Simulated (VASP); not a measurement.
# W (Im-3m) in VASP: further runs

Runs on W. Level: PBE. Tasks: relaxation of cell and atoms.

Program: VASP 6.6.1. These are calculated values, not measurements. Logs are shortened: lines on timing, memory, paths and dates and some standing lists are left out, and cuts for length are marked.

### 1 The crystal as given

It takes space group Im-3m (No. 229, cubic). The conventional cell has a = 3.165 Å, b = 3.165 Å, c = 3.165 Å, α = 90.00°, β = 90.00°, γ = 90.00°. W (site symmetry m-3m) is surrounded by 8 W at 2.74 Å.

### 2 Relaxation of cell and atoms, PBE

Input file INCAR:

```
  PREC = Accurate
  ENCUT = 600
  EDIFF = 1E-6
  ISMEAR = -1
  SIGMA = 0.05
  LREAL = False
  LASPH = True
  NELM = 100
  ALGO = Normal
  ISIF = 3
  LWAVE = False
  LCHARG = False
  GGA = PE
  IBRION = 2
  NSW = 40
  EDIFFG = -0.01
```

Input file KPOINTS:

```
Automatic mesh
0
Gamma
  12 12 12
```

Input file POSCAR:

```
W
1.0
   -1.5823450000      1.5823450000      1.5823450000
    1.5823450000     -1.5823450000      1.5823450000
    1.5823450000      1.5823450000     -1.5823450000
W
1
Direct
    0.0000000000      0.0000000000      0.0000000000
```

Potentials or basis: VASP PAW PBE potentials, release 64 (W_sv_GW).

On the command line:

```sh
> cat potpaw_PBE.64/W_sv_GW/POTCAR > POTCAR
> mpirun -np 1 vasp_std > vasp.out
```

OUTCAR:

```text
PREC = Accurate
   ENCUT = 600
   EDIFF = 1E-6
   ISMEAR = -1
   LREAL = False
   LASPH = True
   NELM = 100
   ISIF = 3
   GGA = PE
   IBRION = 2
   NSW = 40
   EDIFFG = -0.01

 ion  position               nearest neighbor table
   1  0.000  0.000  0.000-

  LATTYP: Found a body centered cubic cell.
 ALAT       =     3.1646900000

  Lattice vectors:

 A1 = (  -1.5823450000,   1.5823450000,   1.5823450000)
 A2 = (   1.5823450000,  -1.5823450000,   1.5823450000)
 A3 = (   1.5823450000,   1.5823450000,  -1.5823450000)

Analysis of symmetry for initial positions (statically):
=====================================================================
 Subroutine PRICEL returns:
 Original cell was already a primitive cell.

 Routine SETGRP: Setting up the symmetry group for a
 body centered cubic supercell.

 Subroutine GETGRP returns: Found 48 space group operations
 (whereof 48 operations were pure point group operations)
 out of a pool of 48 trial point group operations.

The static configuration has the point symmetry O_h .

Analysis of symmetry for dynamics (positions and initial velocities):
=====================================================================
 Subroutine PRICEL returns:
 Original cell was already a primitive cell.

 Routine SETGRP: Setting up the symmetry group for a
 body centered cubic supercell.

 Subroutine GETGRP returns: Found 48 space group operations
 (whereof 48 operations were pure point group operations)
 out of a pool of 48 trial point group operations.

The dynamic configuration has the point symmetry O_h .

 Subroutine INISYM returns: Found 48 space group operations
 (whereof 48 operations are pure point group operations),
 and found     1 'primitive' translations

----------------------------------------------------------------------------------------

                                     Primitive cell

  volume of cell :      15.8476

  direct lattice vectors                    reciprocal lattice vectors
    -1.582345000  1.582345000  1.582345000     0.000000000  0.315986716  0.315986716
     1.582345000 -1.582345000  1.582345000     0.315986716  0.000000000  0.315986716
     1.582345000  1.582345000 -1.582345000     0.315986716  0.315986716  0.000000000

  length of vectors
     2.740701935  2.740701935  2.740701935     0.446872699  0.446872699  0.446872699

  position of ions in fractional coordinates (direct lattice)
     0.000000000  0.000000000  0.000000000

  ion indices of the primitive-cell ions
   primitive index   ion index
                 1           1

----------------------------------------------------------------------------------------

 KPOINTS: Automatic mesh

Automatic generation of k-mesh.
 Grid dimensions read from file:
 generate k-points for:   12   12   12

 Generating k-lattice:

  Cartesian coordinates                     Fractional coordinates (reciprocal lattice)
     0.000000000  0.026332226  0.026332226     0.083333333  0.000000000  0.000000000
     0.026332226  0.000000000  0.026332226     0.000000000  0.083333333  0.000000000
     0.026332226  0.026332226  0.000000000     0.000000000  0.000000000  0.083333333

  Length of vectors
     0.037239392  0.037239392  0.037239392

  Shift w.r.t. Gamma in fractional coordinates (k-lattice)
     0.000000000  0.000000000  0.000000000

 Subroutine IBZKPT returns following result:
 ===========================================

 Found     72 irreducible k-points:

 Following reciprocal coordinates:
            Coordinates               Weight
  0.000000  0.000000  0.000000      1.000000
  0.083333  0.000000  0.000000     12.000000
  0.166667  0.000000  0.000000     12.000000
  0.250000  0.000000  0.000000     12.000000
  0.333333  0.000000  0.000000     12.000000
  0.416667  0.000000  0.000000     12.000000
[... 16 lines left out ...]
  0.333333  0.083333  0.083333     24.000000
  0.416667  0.083333  0.083333     12.000000
 [... further k-points ...]
   k-points           NKPTS =     72   k-points in BZ     NKDIM =     72   number of bands    NBANDS=     11
   number of dos      NEDOS =    301   number of ions     NIONS =      1
   total plane-waves  NPLWV =  13824
   dimension x,y,z NGX =    24 NGY =   24 NGZ =   24
   dimension x,y,z NGXF=    48 NGYF=   48 NGZF=   48
   ions per type =               1
   NGX,Y,Z   is equivalent  to a cutoff of  14.56, 14.56, 14.56 a.u.
   NGXF,Y,Z  is equivalent  to a cutoff of  29.12, 29.12, 29.12 a.u.
 SYSTEM =  unknown system
   PREC   = accura    normal or accurate (medium, high low for compatibility)
   ISTART =      0    job   : 0-new  1-cont  2-samecut
   ICHARG =      2    charge: 1-file 2-atom 10-const
   ISPIN  =      1    spin polarized calculation?
   LNONCOLLINEAR =      F non collinear calculations
   LSORBIT =      F    spin-orbit coupling
   LASPH  =      T    aspherical Exc in radial PAW
   ENCUT  =  600.0 eV  44.10 Ry    6.64 a.u.   5.47  5.47  5.47*2*pi/ulx,y,z
   NELM   =    100;   NELMIN=  2; NELMDL= -5     # of ELM steps
   EDIFF  = 0.1E-05   stopping-criterion for ELM
   LREAL  =      F    real-space projection
   EDIFFG = -.1E-01   stopping-criterion for IOM
   NSW    =     40    number of steps for IOM
   IBRION =      2    ionic relax: 0-MD 1-quasi-New 2-CG
   NFREE  =      1    steps in history (QN), initial steepest desc. (CG)
   ISIF   =      3    stress and relaxation
   ISYM   =      2    0-nonsym 1-usesym 2-fastsym
   POTIM  = 0.5000    time-step for ionic-motion
   TEBEG  =    0.0;   TEEND  =   0.0 temperature during run
   PSTRESS=    0.0 pullay stress
   NELECT =      14.0000    total number of electrons
   NUPDOWN=      -1.0000    fix difference up-down
   EMIN   =  10.00;   EMAX   =-10.00  energy-range for DOS
   EFERMI =   0.00;   METHOD = LEGACY
   ISMEAR =    -1;   SIGMA  =   0.05  broadening in eV -4-tet -1-fermi 0-gaus
   EFERMI_NEDOS =   21; number of points for ismear=-14 and -15
   IALGO  =     38    algorithm
   IMIX   =      4    mixing-type and parameters
     AMIX     =   0.40;   BMIX     =  1.00
     AMIX_MAG =   1.60;   BMIX_MAG =  1.00
  volume/ion in A,a.u.               =      15.85       106.94
  Fermi-wavevector in a.u.,A,eV,Ry     =   1.570832  2.968442 33.572544  2.467512
  Thomas-Fermi vector in A             =   2.672506
   LORBIT       =      0    0 simple, 1 ext, 2 COOP (PROOUT), +10 PAW based schemes
   GGA     = PE    functional components
   LHFCALC =     F    Hartree Fock is set to
   AEXX    =    0.0000 exact exchange contribution
   IVDW    =     0    specifies the selected vdW correction
   LEPSILON=     F    determine dielectric tensor
   LRPA    =     F    only Hartree local field effects (RPA)
 conjugate gradient relaxation of ions
 non-spin polarized calculation
  energy-cutoff  :      600.00
  volume of cell :       15.85
 maximum number of plane-waves:       543
 NGX is ok and might be reduce to    24
   NGX = 11   NGY = 11   NGZ = 11

--------------------------------------- Ionic step        1  -------------------------------------------

 number of electron      14.0000001 magnetization

 Free energy of the ion-electron system (eV)
  ---------------------------------------------------
  ext. energy  EPLUGINS =         0.00000000
  ---------------------------------------------------
  free energy    TOTEN  =       -15.03023175 eV

  energy without entropy =      -15.02539512  energy(sigma->0) =      -15.02781343

------------------------ aborting loop because EDIFF is reached ----------------------------------------

  FORCE on cell =-STRESS in cart. coord.  units (eV):
  Direction    XX          YY          ZZ          XY          YZ          ZX
  --------------------------------------------------------------------------------------
  -------------------------------------------------------------------------------------
  Total        0.4789171      0.4789171      0.4789171      0.0000000     -0.0000000      0.0000000
  in kB       48.4180617     48.4180617     48.4180617      0.0000000     -0.0000000      0.0000000
  external PRESSURE =      48.4180617 kB  Pullay stress =       0.0000000 kB
[... 55 lines left out ...]
  energy  without entropy=      -14.9877326803  energy(sigma->0) =      -14.98952762

--------------------------------------- Ionic step        3  -------------------------------------------

 number of electron      14.0000002 magnetization

 Free energy of the ion-electron system (eV)
  ---------------------------------------------------
  ext. energy  EPLUGINS =         0.00000000
  ---------------------------------------------------
  free energy    TOTEN  =       -15.03387558 eV

  energy without entropy =      -15.02932660  energy(sigma->0) =      -15.03160109

 E-fermi :  12.2880     XC(G=0): -13.8041

 val. band max:       12.2698924596   @ k =  -0.2500   0.3333   0.1667
 cond. band min:      12.3128049569   @ k =  -0.1667   0.1667   0.0833
 fundamental gap:      0.0429124973
 Fermi energy:        12.2879797128

 k-point     1 :       0.0000    0.0000    0.0000
  band No.  band energies     occupation
      1     -61.8611      2.00000
      2     -25.4182      2.00000
      3     -25.4182      2.00000
      4     -25.4182      2.00000
      5       2.8372      2.00000
      6      11.1755      2.00000
      7      11.1755      2.00000
      8      11.1755      2.00000
      9      14.6009      0.00000
     10      14.6009      0.00000
     11      26.8450      0.00000
[... 309 lines left out ...]
 k-point    24 :       0.4167    0.0833    0.0833
  band No.  band energies     occupation
      1     -61.7339      2.00000
      2     -26.5593      2.00000
      3     -25.8718      2.00000
      4     -25.5064      2.00000
      5       6.8660      2.00000
      6       8.8482      2.00000
      7      12.0822      1.96787
      8      14.7305      0.00000
      9      15.4889      0.00000
     10      19.6519      0.00000
     11      22.0938      0.00000

 [... further k-points ...]

------------------------ aborting loop because EDIFF is reached ----------------------------------------

  FORCE on cell =-STRESS in cart. coord.  units (eV):
  Direction    XX          YY          ZZ          XY          YZ          ZX
  --------------------------------------------------------------------------------------
  -------------------------------------------------------------------------------------
  Total       -0.0090829     -0.0090829     -0.0090829     -0.0000000     -0.0000000      0.0000000
  in kB       -0.9040535     -0.9040535     -0.9040535     -0.0000000     -0.0000000      0.0000000
  external PRESSURE =      -0.9040535 kB  Pullay stress =       0.0000000 kB
[... 16 lines left out ...]
  FREE ENERGIE OF THE ION-ELECTRON SYSTEM (eV)
  ---------------------------------------------------
  free  energy   TOTEN  =       -15.0338755825 eV

  energy  without entropy=      -15.0293266048  energy(sigma->0) =      -15.03160109

 reached required accuracy - stopping structural energy minimisation
```

It took 26 s on 1 thread of Intel Xeon Platinum 8375C at 2.90GHz (Ice Lake), shared host; peak memory 0.15 GiB.

Results:

| Property | Result |
| --- | --- |
| Free energy | -15.0339 eV |
| Relaxed volume | 16.10 Å³/atom |
| Relaxed cell | a = 2.755 Å, b = 2.755 Å, c = 2.755 Å, α = 109.47°, β = 109.47°, γ = 109.47° |
| Space group after relaxing (to 0.05 Å) | Im-3m (No. 229) |
| Energy gained by relaxing | 3.6 meV/atom |
| Ionic steps | 3 |
| Pressure after relaxing | -0.1 GPa |
| Band gap on the k mesh | none (metal or under the smearing width) |

Step by step:
```csv
step,energy change (eV),largest force (eV/Å),pressure (GPa),volume (Å³)
1,0.0000,0.0000,4.84,15.85
2,0.0389,0.0000,-14.82,16.97
3,-0.0036,0.0000,-0.09,16.10
```

Final structure:
```
W
1.0
    -1.59060    1.59060    1.59060
     1.59060   -1.59060    1.59060
     1.59060    1.59060   -1.59060
W
1
Direct
  0.00000 0.00000 0.00000
```

Levels at points of the mesh, in eV from the Fermi level:
```tsv
k point	band 5	band 6	band 7	band 8	band 9	band 10
(0.00, 0.00, 0.00)	-9.45	-1.11	-1.11	-1.11	2.31	2.31
(0.50, 0.00, 0.00)	-6.07	-3.40	0.73	2.20	3.16	6.10
(0.50, 0.50, 0.50)	-5.61	-5.61	5.14	5.14	5.14	8.21
```

Spin-orbit coupling is left out, which matters for the levels of W. Zero-point motion and thermal expansion aren't in these numbers.

(Continued in part 2 of 2.)
